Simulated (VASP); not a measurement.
A run of VASP 6.6.1:

File INCAR:

```
PREC = Accurate ; ENCUT = 600
EDIFF = 1E-7 ; ISMEAR = 0
SIGMA = 0.05 ; LREAL = False
LASPH = True ; NELM = 80
ALGO = Normal ; ISIF = 3
LWAVE = False ; LCHARG = False
GGA = PE ; IBRION = 2
NSW = 40 ; EDIFFG = -0.01
```

KPOINTS

```
regular mesh
0
Gamma
  10 10 10
```

File POSCAR:

```
MgH2
1.0
    0.0000000000      2.3810671700      2.3810671700
    2.3810671700      0.0000000000      2.3810671700
    2.3810671700      2.3810671700      0.0000000000
Mg H
1 2
Direct
    0.0120048800      0.9832899500      0.0115125200
    0.7519630300      0.7515515000      0.7474538500
    0.2360320900      0.2651585500      0.2410336300
```

Potentials or basis: VASP PAW PBE potentials, release 64 (Mg, H).

Run with:

```sh
$ cat potpaw_PBE.64/Mg/POTCAR potpaw_PBE.64/H/POTCAR > POTCAR
$ mpirun -np 1 vasp_std > vasp.out
```

Hardware: 1 thread of AMD EPYC 7R43 64-Core Processor (Zen 3), on a shared host.

Task: Estimate the wall time of this run.

Result: Wall time 8 min on 1 thread of AMD EPYC 7R43 64-Core Processor (Zen 3) (shared host), peak memory 0.24 GiB. Counts: scf iterations 36, k points 504, ion steps 6.
